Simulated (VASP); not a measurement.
# Gd in VASP: single point with PBE+U

Aim: the single point of Gd with PBE+U.

Everything below comes from runs of VASP 6.6.1. Logs are shortened: lines on timing, memory, paths and dates and some standing lists are left out, and cuts for length are marked.

## Step 1: The slab as given

The cell holds a slab with vacuum, 2 atoms: a = 5.458 Å, b = 5.458 Å, c = 11.626 Å, α = 90.00°, β = 90.00°, γ = 90.96°.

The slab is cut from a database's or a generator's crystal, which needn't be the stable form of the element.

## Step 2: Single point, PBE+U, collinear spin, typed start

The input, INCAR:

```
SYSTEM = Gd
PREC = Accurate
ENCUT = 520
EDIFF = 1E-7
ISMEAR = 0
SIGMA = 0.0849
LREAL = .False.
LASPH = .True.
NELM = 150
ALGO = Normal
ISIF = 2
LWAVE = .False.
LCHARG = .True.
ISPIN = 2
MAGMOM = 7 -7
LORBIT = 11
LMAXMIX = 6
LDAU = .True.
LDAUTYPE = 2
LDAUL = 3
LDAUU = 2.45
LDAUJ = 0
LDAUPRINT = 1
GGA = PE
LELF = .True.
LVHAR = .True.
NBANDS = 29
```

The input, KPOINTS:

```
regular mesh
0
Gamma
  4 4 2
  0 0 0
```

The input, POSCAR:

```
Gd
1.0
   -3.8266612600     -3.8912601200      0.0000000000
   -3.8266612600      3.8912601200      0.0000000000
    0.0000000000      0.0000000000    -11.6258040100
Gd
2
Direct
    0.0000000000      0.5000000000      0.5000000000
    0.5000000000      0.0000000000      0.5000000000
```

Potentials or basis: VASP PAW PBE potentials, release 64 (Gd).

The run is started by

```
$ cat potpaw_PBE.64/Gd/POTCAR > POTCAR
$ mpirun -np 1 vasp_std > vasp.out
```

OUTCAR:

```text
SYSTEM = Gd
   PREC = Accurate
   ENCUT = 520
   EDIFF = 1E-7
   ISMEAR = 0
   LREAL = .False.
   LASPH = .True.
   NELM = 150
   ISIF = 2
   ISPIN = 2
   LORBIT = 11
   GGA = PE

 ion  position               nearest neighbor table
   1  0.000  0.500  0.500-
   2  0.500  0.000  0.500-

  LATTYP: Found a base centered orthorhombic cell.
 ALAT       =     7.6533225200
 B/A-ratio  =     1.0168812590
 C/A-ratio  =     1.5190531929

  Lattice vectors:

 A1 = (  -3.8266612600,  -3.8912601200,   0.0000000000)
 A2 = (  -3.8266612600,   3.8912601200,   0.0000000000)
 A3 = (   0.0000000000,   0.0000000000, -11.6258040100)

Analysis of symmetry for initial positions (statically):
=====================================================================
 Subroutine PRICEL returns following result:

  LATTYP: Found a simple orthorhombic cell.
 ALAT       =     3.8266612600
 B/A-ratio  =     1.0168812590
 C/A-ratio  =     3.0381063857
[... 12 lines left out ...]
 Subroutine GETGRP returns: Found  8 space group operations
 (whereof  8 operations were pure point group operations)
 out of a pool of  8 trial point group operations.

The static configuration has the point symmetry D_2h.

Analysis of symmetry for dynamics (positions and initial velocities):
=====================================================================
 Subroutine PRICEL returns following result:

  LATTYP: Found a simple orthorhombic cell.
 ALAT       =     3.8266612600
 B/A-ratio  =     1.0168812590
 C/A-ratio  =     3.0381063857
[... 12 lines left out ...]
 Subroutine GETGRP returns: Found  8 space group operations
 (whereof  8 operations were pure point group operations)
 out of a pool of  8 trial point group operations.

The dynamic configuration has the point symmetry D_2h.

Analysis of structural, dynamic, and magnetic symmetry:
=====================================================================
 Subroutine PRICEL returns following result:

  LATTYP: Found a simple orthorhombic cell.
 ALAT       =     3.8266612600
 B/A-ratio  =     1.0168812590
 C/A-ratio  =     3.0381063857
[... 12 lines left out ...]
 Subroutine GETGRP returns: Found  8 space group operations
 (whereof  8 operations were pure point group operations)
 out of a pool of  8 trial point group operations.

The overall configuration has the point symmetry D_2h.

 Subroutine INISYM returns: Found  8 space group operations
 (whereof  8 operations are pure point group operations),
 and found     2 'primitive' translations

----------------------------------------------------------------------------------------

                                     Primitive cell

  volume of cell :     173.1144

  direct lattice vectors                    reciprocal lattice vectors
[... 159 lines left out ...]

atom =   2  type =  1  l = 3

 onsite density matrix

spin component  1

  0.0098 -0.0000  0.0027  0.0000 -0.0000 -0.0000  0.0000
 -0.0000  0.0041  0.0000 -0.0000 -0.0000  0.0000  0.0000
  0.0027  0.0000  0.0041 -0.0000  0.0000 -0.0000 -0.0000
  0.0000 -0.0000 -0.0000  0.0695 -0.0000 -0.0029  0.0000
 -0.0000 -0.0000  0.0000 -0.0000  0.0039  0.0000 -0.0035
 -0.0000  0.0000 -0.0000 -0.0029  0.0000  0.0026  0.0000
  0.0000  0.0000 -0.0000  0.0000 -0.0035  0.0000  0.0119

spin component  2

  0.9891  0.0000 -0.0002  0.0000  0.0000  0.0000 -0.0000
  0.0000  0.9893 -0.0000  0.0000  0.0000 -0.0000 -0.0000
 -0.0002 -0.0000  0.9892  0.0000 -0.0000  0.0000 -0.0000
  0.0000  0.0000  0.0000  0.9891  0.0000  0.0000  0.0000
  0.0000  0.0000 -0.0000  0.0000  0.9891 -0.0000  0.0002
  0.0000 -0.0000  0.0000  0.0000 -0.0000  0.9889  0.0000
 -0.0000 -0.0000 -0.0000  0.0000  0.0002  0.0000  0.9891

 occupancies and eigenvectors

  o =  0.0025  v =  0.0000 -0.0000 -0.0000 -0.0427 -0.0000 -0.9991 -0.0000  0.0000  0.0000  0.0000  0.0000  0.0000  0.0000  0.0000      0.0000  0.0000  0.0000  0.0000  0.0000  0.0000  0.0000  0.0000  0.0000  0.0000  0.0000  0.0000  0.0000  0.0000
  o =  0.0026  v =  0.0000 -0.0000 -0.0000  0.0000 -0.9378  0.0000 -0.3473  0.0000  0.0000  0.0000  0.0000  0.0000  0.0000  0.0000      0.0000  0.0000  0.0000  0.0000  0.0000  0.0000  0.0000  0.0000  0.0000  0.0000  0.0000  0.0000  0.0000  0.0000
  o =  0.0030  v =  0.3736  0.0000 -0.9276 -0.0000  0.0000  0.0000 -0.0000  0.0000  0.0000  0.0000  0.0000  0.0000  0.0000  0.0000      0.0000  0.0000  0.0000  0.0000  0.0000  0.0000  0.0000  0.0000  0.0000  0.0000  0.0000  0.0000  0.0000  0.0000
  o =  0.0041  v =  0.0000 -1.0000 -0.0000 -0.0000 -0.0000  0.0000  0.0000  0.0000  0.0000  0.0000  0.0000  0.0000  0.0000  0.0000      0.0000  0.0000  0.0000  0.0000  0.0000  0.0000  0.0000  0.0000  0.0000  0.0000  0.0000  0.0000  0.0000  0.0000
  o =  0.0109  v = -0.9276  0.0000 -0.3736 -0.0000  0.0000  0.0000 -0.0000  0.0000  0.0000  0.0000  0.0000  0.0000  0.0000  0.0000      0.0000  0.0000  0.0000  0.0000  0.0000  0.0000  0.0000  0.0000  0.0000  0.0000  0.0000  0.0000  0.0000  0.0000
  o =  0.0132  v =  0.0000 -0.0000  0.0000  0.0000  0.3473 -0.0000 -0.9378  0.0000  0.0000  0.0000  0.0000  0.0000  0.0000  0.0000      0.0000  0.0000  0.0000  0.0000  0.0000  0.0000  0.0000  0.0000  0.0000  0.0000  0.0000  0.0000  0.0000  0.0000
  o =  0.0696  v =  0.0000 -0.0000 -0.0000  0.9991 -0.0000 -0.0427 -0.0000  0.0000  0.0000  0.0000  0.0000  0.0000  0.0000  0.0000      0.0000  0.0000  0.0000  0.0000  0.0000  0.0000  0.0000  0.0000  0.0000  0.0000  0.0000  0.0000  0.0000  0.0000
  o =  0.9889  v =  0.0000  0.0000  0.0000  0.0000  0.0000  0.0000  0.0000  0.0000 -0.0000  0.0000  0.0000  0.7133 -0.0000 -0.7008      0.0000  0.0000  0.0000  0.0000  0.0000  0.0000  0.0000  0.0000  0.0000  0.0000  0.0000  0.0000  0.0000  0.0000
  o =  0.9889  v =  0.0000  0.0000  0.0000  0.0000  0.0000  0.0000  0.0000  0.0000  0.0000  0.0000 -0.2453  0.0000  0.9694 -0.0000      0.0000  0.0000  0.0000  0.0000  0.0000  0.0000  0.0000  0.0000  0.0000  0.0000  0.0000  0.0000  0.0000  0.0000
  o =  0.9890  v =  0.0000  0.0000  0.0000  0.0000  0.0000  0.0000  0.0000 -0.7580  0.0000 -0.6522  0.0000  0.0000  0.0000 -0.0000      0.0000  0.0000  0.0000  0.0000  0.0000  0.0000  0.0000  0.0000  0.0000  0.0000  0.0000  0.0000  0.0000  0.0000
  o =  0.9891  v =  0.0000  0.0000  0.0000  0.0000  0.0000  0.0000  0.0000  0.0000  0.0000  0.0000  0.9694 -0.0000  0.2453  0.0000      0.0000  0.0000  0.0000  0.0000  0.0000  0.0000  0.0000  0.0000  0.0000  0.0000  0.0000  0.0000  0.0000  0.0000
  o =  0.9893  v =  0.0000  0.0000  0.0000  0.0000  0.0000  0.0000  0.0000  0.0000  1.0000  0.0000 -0.0000  0.0000 -0.0000  0.0000      0.0000  0.0000  0.0000  0.0000  0.0000  0.0000  0.0000  0.0000  0.0000  0.0000  0.0000  0.0000  0.0000  0.0000
  o =  0.9893  v =  0.0000  0.0000  0.0000  0.0000  0.0000  0.0000  0.0000  0.0000 -0.0000  0.0000 -0.0000  0.7008 -0.0000  0.7133      0.0000  0.0000  0.0000  0.0000  0.0000  0.0000  0.0000  0.0000  0.0000  0.0000  0.0000  0.0000  0.0000  0.0000
  o =  0.9893  v =  0.0000  0.0000  0.0000  0.0000  0.0000  0.0000  0.0000 -0.6522  0.0000  0.7580 -0.0000 -0.0000 -0.0000  0.0000      0.0000  0.0000  0.0000  0.0000  0.0000  0.0000  0.0000  0.0000  0.0000  0.0000  0.0000  0.0000  0.0000  0.0000

 number of electron      36.0000026 magnetization       0.0000000

 Free energy of the ion-electron system (eV)
  ---------------------------------------------------
  ext. energy  EPLUGINS =         0.00000000
  ---------------------------------------------------
  free energy    TOTEN  =       -18.64417091 eV

  energy without entropy =      -18.58281331  energy(sigma->0) =      -18.61349211

 E-fermi :  -1.4788     XC(G=0):  -3.6205

 val. band max:       -1.4971622165   @ k =   0.5000   0.0000   0.0000
 cond. band min:      -1.4758370037   @ k =   0.2500   0.0000   0.0000
 fundamental gap:      0.0213252128
 Fermi energy:        -1.4787939492

 spin component 1

 k-point     1 :       0.0000    0.0000    0.0000
  band No.  band energies     occupation
      1     -48.1409      1.00000
      2     -44.8879      1.00000
      3     -25.6431      1.00000
      4     -25.4016      1.00000
      5     -25.3815      1.00000
      6     -23.3508      1.00000
[... 437 lines left out ...]
     28      -0.8411      0.00000
     29      -0.8194      0.00000
 Fermi energy:        -1.4787939492

 spin component 2

 k-point     1 :       0.0000    0.0000    0.0000
  band No.  band energies     occupation
      1     -48.1409      1.00000
      2     -44.8879      1.00000
      3     -25.6431      1.00000
      4     -25.4016      1.00000
      5     -25.3815      1.00000
      6     -23.3508      1.00000
[... 437 lines left out ...]
     28      -0.8411      0.00000
     29      -0.8194      0.00000

------------------------ aborting loop because EDIFF is reached ----------------------------------------

  FORCE on cell =-STRESS in cart. coord.  units (eV):
  Direction    XX          YY          ZZ          XY          YZ          ZX
  --------------------------------------------------------------------------------------
  -------------------------------------------------------------------------------------
  Total       -4.5846999     -4.7024209     -0.0333342      0.0000000      0.0000000      0.0000000
  in kB      -21.2157416    -21.7604966     -0.1542542      0.0000000      0.0000000      0.0000000
  external PRESSURE =     -14.3768308 kB  Pullay stress =       0.0000000 kB

 VOLUME and BASIS-vectors are now :
 -----------------------------------------------------------------------------
  energy-cutoff  :      520.00
  volume of cell :      346.23
      direct lattice vectors                 reciprocal lattice vectors
    -3.826661260 -3.891260120  0.000000000    -0.130662206 -0.128493081  0.000000000
    -3.826661260  3.891260120  0.000000000    -0.130662206  0.128493081  0.000000000
     0.000000000  0.000000000-11.625804010     0.000000000  0.000000000 -0.086015556

 POSITION                                       TOTAL-FORCE (eV/Angst)
 -----------------------------------------------------------------------------------
     -1.91333      1.94563     -5.81290         0.000000     -0.000000      0.000000
     -1.91333     -1.94563     -5.81290        -0.000000      0.000000     -0.000000
 -----------------------------------------------------------------------------------
    total drift:                               -0.000000      0.000000      0.000000

  FREE ENERGIE OF THE ION-ELECTRON SYSTEM (eV)
  ---------------------------------------------------
  free  energy   TOTEN  =       -18.6441709095 eV

  energy  without entropy=      -18.5828133150  energy(sigma->0) =      -18.61349211

 total charge

# of ion       s       p       d       f       tot
--------------------------------------------------
    1        2.078   5.546   0.473   7.024  15.121
    2        2.078   5.546   0.473   7.024  15.121
--------------------------------------------------
tot          4.156  11.092   0.946  14.049  30.242

 magnetization (x)

# of ion       s       p       d       f       tot
--------------------------------------------------
    1        0.018  -0.089   0.237   6.813   6.979
    2       -0.018   0.089  -0.237  -6.813  -6.979
--------------------------------------------------
tot          0.000   0.000   0.000   0.000   0.000
```

Wall time 8.3 min (1 thread of AMD EPYC 9R45 (Zen 5), shared host); peak memory 0.63 GiB.

Results:

| Property | Result |
| --- | --- |
| Free energy | -18.6442 eV |
| Band gap on the k mesh | none (metal or under the smearing width) |
| Net moment | 0.00 μB per cell |
| Site moments | Gd +6.98, -6.98 μB |
| Valence electrons inside the program's atomic spheres | Gd 15.12 |

Eigenvalues of the final occupation matrices:
```csv
site,spin,trace,eigenvalues
site 1 f,1,6.92,0.99 0.99 0.99 0.99 0.99 0.99 0.99
site 1 f,2,0.11,0.00 0.00 0.00 0.00 0.01 0.01 0.07
site 2 f,1,0.11,0.00 0.00 0.00 0.00 0.01 0.01 0.07
site 2 f,2,6.92,0.99 0.99 0.99 0.99 0.99 0.99 0.99
```

Caveat: spin-orbit coupling is left out, which moves the levels of the heavy elements. The state reached can hang on the start; a lower one may exist.
